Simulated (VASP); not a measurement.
## GaP (strained zincblende): one r²SCAN single-point calculation in two programs

```cif
data_structure
_symmetry_space_group_name_H-M 'P 1'
_symmetry_Int_Tables_number 1
_cell_length_a 3.8543
_cell_length_b 3.7969
_cell_length_c 3.7969
_cell_angle_alpha 61.002
_cell_angle_beta 59.499
_cell_angle_gamma 59.499
_cell_volume 39.27
loop_
_atom_site_label
_atom_site_type_symbol
_atom_site_fract_x
_atom_site_fract_y
_atom_site_fract_z
_atom_site_occupancy
Ga1 Ga 0.00000 0.00000 0.00000 1
P1 P 0.25000 0.25000 0.25000 1
```

Each program uses its own PAW datasets. VASP's cell holds 18 valence electrons and Ansatz's 18. Ansatz's stress includes a Pulay correction; VASP's doesn't.

Cutoffs: 520 eV in VASP, 500 eV in Ansatz. k meshes: 8×8×8 and 8×8×8.

|  | VASP | Ansatz |
| --- | --- | --- |
| gap between bands v and c | 1.49 eV | 1.48 eV |
| least direct gap | 2.49 eV | 2.51 eV |
| pressure | 2.8 GPa | 2.9 GPa |

Band v is the last that the valence electrons fill when counted band by band, and c is the next. Levels in eV from the top of v, Ansatz:

```csv
point,v−1,v,c,c+1
Γ,-0.18,0.00,2.51,4.00
X,-2.97,-2.94,1.81,2.05
K,-4.37,-2.49,2.42,5.25
L,-1.47,-1.20,2.00,4.79
W,-3.98,-3.82,5.13,5.55
```

VASP:

| point | v−1 | v | c | c+1 |
| --- | --- | --- | --- | --- |
| Γ | -0.18 | 0.00 | 2.49 | 4.02 |
| X | -2.96 | -2.94 | 1.81 | 2.06 |
| K | -4.36 | -2.48 | 2.43 | 5.26 |
| L | -1.46 | -1.20 | 2.00 | 4.81 |
| W | -3.97 | -3.81 | 5.14 | 5.56 |
